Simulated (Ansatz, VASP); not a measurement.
PtS2: VASP beside Ansatz

```
CELL_PARAMETERS angstrom
1.76444 1.01870 5.64345
-1.76444 1.01870 5.64345
0.00000 -2.03740 5.64345
ATOMIC_POSITIONS crystal
Pt 0.00000 0.00000 0.00000
S 0.25976 0.25976 0.25976
S 0.74024 0.74024 0.74024
```

Change from the starting cell: uniaxial_z strain +2.2%.

Alike in both runs: task single point; functional PBE; k mesh 8 × 8 × 8; occupations fermi-dirac, width 0.02 eV; no spin polarisation.

|  | VASP | Ansatz |
| --- | --- | --- |
| version | VASP 6.6.1 | Ansatz 0.2.0 |
| potentials or method | VASP PAW PBE potentials, release 64 (Pt, S) | plane waves, PAW |
| plane-wave cutoff (eV) | 520 | 420 |
| valence electrons in the cell | 22 | 30 |

|  | VASP | Ansatz | Ansatz less VASP |
| --- | --- | --- | --- |
| gap on the k mesh at the Fermi level (eV) | 1.18 | 1.18 | -0.005 |
| pressure (GPa) | 2.6 | 3.0 | +0.43 |
| largest component of the traceless stress (GPa) | 1.09 | 1.20 | +0.108 |
| rms of the force components (eV/Å) | 0.004 | 0.023 | +0.0190 |

Atom by atom the forces differ by 0.019 eV/Å (rms over components). With one functional, cell and mesh, what is left measures potentials, basis and numerics. The two sets of potentials don't hold the same shells in valence.

Caveats: spin-orbit coupling is left out, which moves the levels of the heavy elements. A k mesh can miss the band edges.
